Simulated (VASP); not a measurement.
**VASP 6.6.1, PBE relaxation of cell and atoms, LiCl (rocksalt)**

INCAR

```
LCHARG = .FALSE.
LREAL = .FALSE.
EDIFF = 1E-7
SIGMA = 0.02
IBRION = 2
LASPH = .TRUE.
LWAVE = .FALSE.
NELM = 120
ISMEAR = -1
ISIF = 3
NSW = 40
EDIFFG = -5E-3
PREC = Accurate
NBANDS = 12
GGA = PE
ENCUT = 600
```

KPOINTS

```
KPOINTS created by Atomic Simulation Environment
0
Gamma
8 8 8
0 0 0
```

POSCAR

```
Li Cl
 1.0000000000000000
     0.0000000000000000    2.2510659999999998    2.2510659999999998
     2.2510659999999998    0.0000000000000000    2.2510659999999998
     2.2510659999999998    2.2510659999999998    0.0000000000000000
 Li  Cl
   1   1
Cartesian
  0.0000000000000000  0.0000000000000000  0.0000000000000000
  2.2510659999999998  2.2510659999999998  2.2510659999999998
```

VASP ran with the recommended PBE PAW datasets (10 valence electrons in the cell).

Command

```
mpirun -np 1 vasp_std
```

From OUTCAR

```
k-points           NKPTS =     29   k-points in BZ     NKDIM =     29   number of bands    NBANDS=     12

   NELECT =      10.0000    total number of electrons

   dimension x,y,z NGX =    30 NGY =   30 NGZ =   30
   dimension x,y,z NGXF=    60 NGYF=   60 NGZF=   60

  energy-cutoff  :      600.00
  volume of cell :       34.02
      direct lattice vectors                 reciprocal lattice vectors
    -0.000000000  2.571907980  2.571907980    -0.194408200  0.194408200  0.194408200
     2.571907980 -0.000000000  2.571907980     0.194408200 -0.194408200  0.194408200
     2.571907980  2.571907980  0.000000000     0.194408200  0.194408200 -0.194408200

 k-points in reciprocal lattice and weights: KPOINTS created by Atomic Simulation Env
   0.00000000  0.00000000  0.00000000       0.002
   0.12500000  0.00000000  0.00000000       0.016
   0.25000000  0.00000000  0.00000000       0.016
   0.37500000  0.00000000  0.00000000       0.016
   0.50000000  0.00000000  0.00000000       0.008
   0.12500000  0.12500000  0.00000000       0.012
   0.25000000  0.12500000  0.00000000       0.047
   0.37500000  0.12500000  0.00000000       0.047
   ...

 E-fermi :   1.0582

 k-point     1 :       0.0000    0.0000    0.0000
  band No.  band energies     occupation
      1     -43.0184      2.00000
      2     -12.8500      2.00000
      3       0.5170      2.00000
      4       0.5170      2.00000
      5       0.5170      2.00000
      6       6.8096      0.00000
      7      12.4485      0.00000
      8      12.4485      0.00000
      9      12.4485      0.00000
     10      14.9955      0.00000
     11      14.9955      0.00000
     12      14.9955      0.00000

 k-point     2 :       0.1250    0.0000    0.0000
  band No.  band energies     occupation
      1     -43.0181      2.00000
      2     -12.7759      2.00000
      3      -0.0025      2.00000
      4       0.4767      2.00000
      5       0.4767      2.00000
      6       7.2697      0.00000
      7      11.6604      0.00000
      8      12.3420      0.00000
      9      12.3420      0.00000
     10      13.5963      0.00000
     11      13.5964      0.00000
     12      15.4578      0.00000

 k-point     3 :       0.2500    0.0000    0.0000
  band No.  band energies     occupation
      1     -43.0171      2.00000
      2     -12.5870      2.00000
      3      -1.0431      2.00000
      4       0.3843      2.00000
      5       0.3843      2.00000
      6       7.7109      0.00000
      7      11.1993      0.00000
      8      11.1993      0.00000
      9      11.4649      0.00000
     10      14.4488      0.00000
     11      14.4488      0.00000
     12      16.0207      0.00000

 k-point     4 :       0.3750    0.0000    0.0000
  band No.  band energies     occupation
      1     -43.0162      2.00000
      2     -12.3822      2.00000
      3      -1.9234      2.00000
      4       0.2986      2.00000
      5       0.2986      2.00000
      6       7.4504      0.00000
      7      10.3178      0.00000
      8      10.3178      0.00000
      9      12.6216      0.00000
     10      16.2109      0.00000
     11      16.2109      0.00000
     12      16.6900      0.00000

 k-point     5 :       0.5000    0.0000    0.0000
  band No.  band energies     occupation
      1     -43.0160      2.00000
      2     -12.2919      2.00000
      3      -2.2609      2.00000
      4       0.2649      2.00000
      5       0.2649      2.00000
      6       7.2678      0.00000
      7      10.0133      0.00000
      8      10.0134      0.00000
      9      13.4072      0.00000
     10      17.3636      0.00000
     11      17.6181      0.00000
     12      17.6181      0.00000

 k-point     6 :       0.1250    0.1250    0.0000
  band No.  band energies     occupation
      1     -43.0180      2.00000
      2     -12.7503      2.00000
      3       0.0498      2.00000
      4       0.3379      2.00000
      5       0.3379      2.00000
      6       7.5126      0.00000
      7      11.4701      0.00000
      8      11.9939      0.00000
      9      12.5189      0.00000
     10      12.5189      0.00000
     11      15.3802      0.00000
     12      15.9313      0.00000

 k-point     7 :       0.2500    0.1250    0.0000
  band No.  band energies     occupation
      1     -43.0171      2.00000
      2     -12.5971      2.00000
      3      -0.7575      2.00000
      4       0.1799      2.00000
      5       0.2442      2.00000
      6       8.2057      0.00000
      7      10.7764      0.00000
      8      10.8666      0.00000
      9      12.1339      0.00000
     10      13.2520      0.00000
     11      15.3916      0.00000
     12      16.6877      0.00000

 k-point     8 :       0.3750    0.1250    0.0000
  band No.  band energies     occupation
      1     -43.0162      2.00000
      2     -12.3926      2.00000
      3      -1.6478      2.00000
      4       0.0651      2.00000
      5       0.0942      2.00000
      6       8.1687      0.00000
      7      10.0810      0.00000
      8      11.1731      0.00000
      9      11.5556      0.00000
     10      14.6684      0.00000
     11      16.8056      0.00000
     12      17.4821      0.00000

 k-point     9 :       0.5000    0.1250    0.0000
  band No.  band energies     occupation
      1     -43.0157      2.00000
      2     -12.2591      2.00000
      3      -2.1363      2.00000
      4      -0.1289      2.00000
      5       0.1243      2.00000
      6       7.8843      0.00000
      7       9.8861      0.00000
      8      10.4926      0.00000
      9      12.7928      0.00000
     10      16.1255      0.00000
     11      17.7367      0.00000
     12      18.6638      0.00000

 k-point    10 :      -0.3750    0.1250    0.0000
  band No.  band energies     occupation
      1     -43.0158      2.00000
      2     -12.2904      2.00000
      3      -2.0179      2.00000
      4      -0.2215      2.00000
      5       0.2528      2.00000
      6       7.9213      0.00000
      7      10.1842      0.00000
      8      10.3249      0.00000
      9      12.5664      0.00000
     10      16.0148      0.00000
     11      17.0423      0.00000
     12      18.1793      0.00000

 k-point    11 :      -0.2500    0.1250    0.0000
  band No.  band energies     occupation
      1     -43.0165      2.00000
      2     -12.4634      2.00000
      3      -1.3555      2.00000
      4      -0.1468      2.00000
      5       0.4113      2.00000
      6       8.1705      0.00000
      7      10.7333      0.00000
      8      10.7348      0.00000
      9      11.4918      0.00000
     10      14.1939      0.00000
     11      16.2938      0.00000
     12      16.9714      0.00000

 k-point    12 :      -0.1250    0.1250    0.0000
  band No.  band energies     occupation
      1     -43.0174      2.00000
      2     -12.6622      2.00000
      3      -0.5101      2.00000
      4       0.1289      2.00000
      5       0.5072      2.00000
      6       7.8494      0.00000
      7      11.0059      0.00000
      8      11.6876      0.00000
      9      11.8411      0.00000
     10      13.0741      0.00000
     11      15.0390      0.00000
     12      15.9142      0.00000

 k-point    13 :       0.2500    0.2500    0.0000
  band No.  band energies     occupation
      1     -43.0166      2.00000
      2     -12.4885      2.00000
      3      -0.9728      2.00000
      4      -0.0629      2.00000
      5      -0.0629      2.00000
      6       9.0133      0.00000
      7      10.0750      0.00000
      8      10.2407      0.00000
      9      13.0201      0.00000
     10      13.0201      0.00000
     11      16.0918      0.00000
     12      18.0679      0.00000

 k-point    14 :       0.3750    0.2500    0.0000
  band No.  band energies     occupation
      1     -43.0159      2.00000
      2     -12.3152      2.00000
      3      -1.5728      2.00000
      4      -0.3358      2.00000
      5      -0.2073      2.00000
      6       9.0228      0.00000
      7       9.8305      0.00000
      8      10.4700      0.00000
      9      12.6631      0.00000
     10      13.9456      0.00000
     11      17.2078      0.00000
     12      18.9076      0.00000

 k-point    15 :       0.5000    0.2500    0.0000
  band No.  band energies     occupation
      1     -43.0154      2.00000
      2     -12.1770      2.00000
      3      -1.9352      2.00000
      4      -0.7541      2.00000
      5      -0.1852      2.00000
      6       8.6806      0.00000
      7      10.1005      0.00000
      8      11.4098      0.00000
      9      11.7711      0.00000
     10      14.9550      0.00000
     11      18.0987      0.00000
     12      18.9977      0.00000

 ...

  Total        0.0040316      0.0040316      0.0040316     -0.0000000      0.0000000      0.0000000
  in kB        0.1898428      0.1898428      0.1898428     -0.0000000      0.0000000      0.0000000
  external PRESSURE =       0.1898428 kB  Pullay stress =       0.0000000 kB

 POSITION                                       TOTAL-FORCE (eV/Angst)
 -----------------------------------------------------------------------------------
      0.00000      0.00000      0.00000         0.000000     -0.000000      0.000000
      2.57191      2.57191      2.57191        -0.000000      0.000000     -0.000000
 -----------------------------------------------------------------------------------
    total drift:                               -0.000000     -0.000000      0.000000

  FREE ENERGIE OF THE ION-ELECTRON SYSTEM (eV)
  ---------------------------------------------------
  free  energy   TOTEN  =        -7.3857651169 eV

  energy  without entropy=       -7.3857651169  energy(sigma->0) =       -7.38576512
```

| ionic step | ΔE (meV/atom) | volume (Å³) | largest force (eV/Å) | pressure (GPa) | electronic steps |
| --- | --- | --- | --- | --- | --- |
| 1 | 0.0 | 33.82 | 0.000 | 0.22 | 14 |
| 2 | -0.1 | 33.93 | 0.000 | 0.11 | 6 |
| 3 | -0.1 | 34.02 | 0.000 | 0.02 | 6 |

CONTCAR

```
Li Cl
   1.00000000000000
    -0.0000000000000000    2.5719079801810327    2.5719079801810327
     2.5719079801810327   -0.0000000000000000    2.5719079801810327
     2.5719079801810327    2.5719079801810327    0.0000000000000000
  Li              Cl
     1     1
Direct
     0.0000000000000000    0.0000000000000000    0.0000000000000000
     0.5000000000000000    0.5000000000000000    0.5000000000000000

  0.00000000E+00  0.00000000E+00  0.00000000E+00
  0.00000000E+00  0.00000000E+00  0.00000000E+00
```

- relaxed cell vector lengths: 3.637, 3.637, 3.637 Å
- relaxed cell volume: 34.02 Å³

The run was restarted once from its relaxed cell; OSZICAR and OUTCAR are the second run's.

The run (the restart alone) took about 14 s on one core of a shared host (Intel Xeon 6975P-C) and held 0.16 GiB at most.
